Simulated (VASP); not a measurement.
Input of a VASP 6.6.1 run:

INCAR

```
ALGO = Normal
EDIFF = 1E-6
ENCUT = 520
GGA = CA
ISIF = 2
ISMEAR = 0
LASPH = T
LCHARG = T
LELF = T
LREAL = F
LVHAR = T
LWAVE = F
NBANDS = 11
NELM = 100
PREC = Accurate
SIGMA = 0.02
```

The input KPOINTS:

```
k-points
0
Gamma
  8 8 8
```

POSCAR

```
HCl
1.0
   -1.8037776784      1.8035689306      2.4953680971
    1.8037776784     -1.8035689306      2.4953680971
    1.8037776784      1.8035689306     -2.4953680971
H Cl
1 1
Direct
    0.7029663459      0.7029663459      0.0000000000
    0.9650336541      0.9650336541      0.0000000000
```

Potentials or basis: VASP PAW LDA potentials, release 64 (H, Cl).

Command:

```bash
$ cat potpaw_LDA.64/H/POTCAR potpaw_LDA.64/Cl/POTCAR > POTCAR
$ mpirun -np 1 vasp_std > vasp.out
```

(1) What does it give for the band gap on the k mesh?

(2) What does it give for the largest force?

Results:

(1) 4.56 eV, indirect (least direct gap 4.78 eV).

(2) 0.084 eV/Å.
